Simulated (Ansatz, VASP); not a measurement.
# Two plane-wave programs on Mg3H2

```
Mg H
1.0
     4.33405    0.00000    0.00000
     0.00000    4.33405    0.00000
     0.00000    0.00000    4.33405
Mg H
3 2
Direct
  0.50000 0.00000 0.00000
  0.00000 0.50000 0.00000
  0.00000 0.00000 0.50000
  0.50000 0.50000 0.50000
  0.00000 0.00000 0.00000
```

Change from the starting cell: species swapped into the Tl2F3 type (Pm-3m, No. 221).

Alike in both runs: functional PBE; k mesh 10 × 10 × 10; occupations gaussian, width 0.1 eV; no spin polarisation.

Ansatz relaxed the structure, and its values are those at the end. VASP's run is a single point on that final structure, the one shown.

```csv
,VASP,Ansatz
version,VASP 6.6.1,Ansatz 0.2.0
potentials or method,"VASP PAW PBE potentials, release 64 (Mg, H)","scalar-relativistic, plane waves, PAW"
plane-wave cutoff (eV),520,420
valence electrons in the cell,8,32
```

VASP gave:

| Item | Value |
| --- | --- |
| gap on the k mesh at the Fermi level (eV) | none |
| pressure (GPa) | -0.1 |

**Question.** Which values does Ansatz return?

**Answer.** gap on the k mesh at the Fermi level (eV): none; pressure (GPa): 0.0.

A gap of «none» marks a metal or a gap that the smearing closes. With one functional, cell and mesh, what is left measures potentials, basis and numerics. The two sets of potentials don't hold the same shells in valence.
